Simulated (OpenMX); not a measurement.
## As in OpenMX: the effect of volume scale

The system is As.

```
CELL_PARAMETERS angstrom
1.80234 1.04058 3.36747
-1.80234 1.04058 3.36747
0.00000 -2.08116 3.36747
ATOMIC_POSITIONS crystal
As 0.22600 0.22600 0.22600
As 0.77400 0.77400 0.77400
```

Alike in all runs:

| Quantity | Value |
| --- | --- |
| Program | OpenMX 3.8.5 |
| Task | single point |
| Functional | PBE |
| Potentials or basis | OpenMX 2013 PBE set, As7.0-s3p2d2, grid cutoff 500 Ry |
| k mesh | 7 × 7 × 7 |
| Occupations | fermi-dirac, width 0.05 eV |
| Spin | no spin polarisation |

| volume scale | pressure (GPa) | largest force (eV/Å) |
| --- | --- | --- |
| 0.88 | 21.0 | 2.28 |
| 0.92 | 15.3 | 1.89 |
| 0.96 | ? | ? |
| 1 | 6.4 | 1.19 |
| 1.04 | 3.1 | 0.84 |
| 1.08 | 0.5 | 0.54 |

Problem. What does the run with volume scale 0.96 give?

Solution. Pressure 10.3 GPa; largest force 1.46 eV/Å.

Worked out: A parabola through the other rows of the pressure, of slope -112 GPa per unit of volume scale there, gives 10.5 GPa, against the run's 10.3. A parabola through the other rows of the largest force, of slope -8.93 eV/Å per unit of volume scale there, gives 1.53 eV/Å, against the run's 1.46.

Caveats: the basis of atomic orbitals isn't converged, which shifts pressures, moduli and gaps; forces of over 1 eV/Å show positions far from the minimum, so gaps and moduli don't describe the material at rest (some runs).
